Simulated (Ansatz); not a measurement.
Input of an Ansatz 0.2.0 run:

The input input.yaml:

```yaml
crystal:
  lattice:
    - [5.83900561, 0.0, 0.0]
    - [0.0, 5.83900561, 0.0]
    - [0.0, 0.0, 5.83900561]
  atoms:
    - { symbol: Cs, position: [0.0, 0.0, 0.0] }
    - { symbol: Sn, position: [0.5, 0.5, 0.5] }
    - { symbol: Br, position: [0.0, 0.5, 0.5] }
    - { symbol: Br, position: [0.5, 0.5, 0.0] }
    - { symbol: Br, position: [0.5, 0.0, 0.5] }
hamiltonian:
  xc: r2scan
  pseudopotentials: { kind: paw }
kpoints:
  mp_grid: { grid: [5, 5, 5] }
  band_path:
    path:
      - [[0.0, 0.0, 0.0], [0.0, 0.5, 0.0], [0.5, 0.5, 0.0], [0.0, 0.0, 0.0], [0.5, 0.5, 0.5], [0.0, 0.5, 0.0]]
      - [[0.5, 0.5, 0.0], [0.5, 0.5, 0.5]]
    npoints: 14
scf:
  occupations: { method: fermi_dirac, width: 0.05 }
  n_extra_bands: 12
output:
  forces: true
  stress: true
  eigenvalues: true
  fatbands: false
  write_density: true
  write_potential: true
  elf: true
  volumetric_format: npy
```

Potentials or basis: Ansatz PAW.

Command:

```console
$ ansatz run input.yaml --threads 2 --pin off --max-ram 5632MiB --backend cpu --events-out ev --progress --plain --runs-dir out
```

Question: What does it give for the pressure?

Answer: -0.2 GPa.

Question: What does it give for the band gap along the path?

Answer: 0.67 eV, direct.

Levels at the corners of the path, in eV from the valence-band top:
| point | band 20 | band 21 | band 22 | band 23 | band 24 | band 25 |
| --- | --- | --- | --- | --- | --- | --- |
| Γ | -3.20 | -3.20 | -3.20 | 2.57 | 3.49 | 3.49 |
| X | -3.32 | -3.32 | -2.16 | 1.65 | 3.99 | 4.55 |
| M | -3.58 | -2.84 | -1.05 | 1.19 | 1.19 | 4.18 |
| Γ | -3.20 | -3.20 | -3.20 | 2.57 | 3.49 | 3.49 |
| R | -2.83 | -2.83 | 0.00 | 0.67 | 0.67 | 0.67 |
| X | -3.32 | -3.32 | -2.16 | 1.65 | 3.99 | 4.55 |
| M | -3.58 | -2.84 | -1.05 | 1.19 | 1.19 | 4.18 |
| R | -2.83 | -2.83 | 0.00 | 0.67 | 0.67 | 0.67 |

Caveat: spin-orbit coupling is left out, which moves the levels of the heavy elements; the PAW data sets come from PBE, with cores solved anew for the run's functional, which leaves a small shift of forces and pressure.

**What was measured.**

“Influence of hidden halogen mobility on local structure of CsSn(Cl1−xBrx)3 mixed-halide perovskites by solid-state NMR”, 2020, pmc:8179406 reports, for a powder of CsSnBr3 at 300 K: band gap 1.79 eV (optical).

Against the measured gap of CsSnBr3, 1.79 eV (optical; 300 K; powder; “Influence of hidden halogen mobility on local structure of CsSn(Cl1−xBrx)3 mixed-halide perovskites by solid-state NMR”, 2020, pmc:8179406), the calculated 0.67 eV is off by -1.12 eV. So large a miss can be the level of theory's own, or it may mean another phase, state or a wrong row. Spin-orbit coupling on Br, Cs, Sn is left out. The value is that of r2SCAN, without temperature or zero-point motion. The cell is a database's relaxed one, not the measured one, which moves gaps too.
